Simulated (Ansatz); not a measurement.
# ZnS: start and end of a relaxation

The guess for ZnS is a distorted database cell: ZnS type (F-43m) distorted into a subgroup (P-43m, No. 215) (largest shift (Å) 0.34).

start.cif

```cif
data_structure
_symmetry_space_group_name_H-M 'P-43m'
_symmetry_Int_Tables_number 215
_cell_length_a 5.3874
_cell_length_b 5.3874
_cell_length_c 5.3874
_cell_angle_alpha 90.000
_cell_angle_beta 90.000
_cell_angle_gamma 90.000
_cell_volume 156.36
loop_
_atom_site_label
_atom_site_type_symbol
_atom_site_symmetry_multiplicity
_atom_site_Wyckoff_symbol
_atom_site_fract_x
_atom_site_fract_y
_atom_site_fract_z
_atom_site_occupancy
Zn1 Zn 4 e 0.28644 0.71356 0.71356 1
S1 S 3 c 0.00000 0.50000 0.50000 1
S2 S 1 a 0.00000 0.00000 0.00000 1
```

Theory: DFT PBE, scalar-relativistic, plane waves, PAW in Ansatz 0.2.0. Cutoff 420 eV, Gaussian smearing, Γ-centred meshes. Cell and atoms relax first on a coarse mesh and then on a converged one. In between, the cell is made exact in the group found at 0.06 Å. The steps can't lower the symmetry of their start. No spin polarisation.

end.cif

```cif
data_structure
_symmetry_space_group_name_H-M 'F-43m'
_symmetry_Int_Tables_number 216
_cell_length_a 5.4432
_cell_length_b 5.4432
_cell_length_c 5.4432
_cell_angle_alpha 90.000
_cell_angle_beta 90.000
_cell_angle_gamma 90.000
_cell_volume 161.27
loop_
_atom_site_label
_atom_site_type_symbol
_atom_site_symmetry_multiplicity
_atom_site_Wyckoff_symbol
_atom_site_fract_x
_atom_site_fract_y
_atom_site_fract_z
_atom_site_occupancy
Zn1 Zn 4 c 0.25000 0.25000 0.25000 1
S1 S 4 a 0.00000 0.00000 0.00000 1
```

The symmetry goes from P-43m (No. 215) to F-43m (No. 216), and the primitive cell from 8 to 2 atoms. The end has the zinc blende type. The volume per atom grows by 3.1 %, from 19.5 to 20.2 Å³. The shortest distance goes from 2.24 Å (Zn–S) to 2.36 Å (Zn–S). The energy falls by about 0.25 eV/atom (the start's value is from the coarse mesh). The end is written in a standard setting, so origin, axes and order of atoms can differ from the start's.

For ZnS, the volume per atom is 20.16 Å³ and the density is 4.01 g/cm³. The formation energy is −0.822 eV/atom and the gap on the 8×8×8 mesh of the 2-atom cell is 2.02 eV.

Energies over the elements count from the elements' standard structures at the same level, with no fitted energy shifts. It lies below the elements, which doesn't yet make it stable against other compounds or structures.

The last run used Gaussian smearing of 0.02 eV. Kohn–Sham gaps at this level usually fall short of measured ones. The reference form of S is held partly by dispersion forces, which this level lacks. A later test with randomly moved atoms came back to the same energy, though modes that don't fit the test's cell weren't probed. In all, the 3 runs took 41 s on 1 thread of Intel(R) Xeon(R) Processor @ 2.70GHz (shared host).
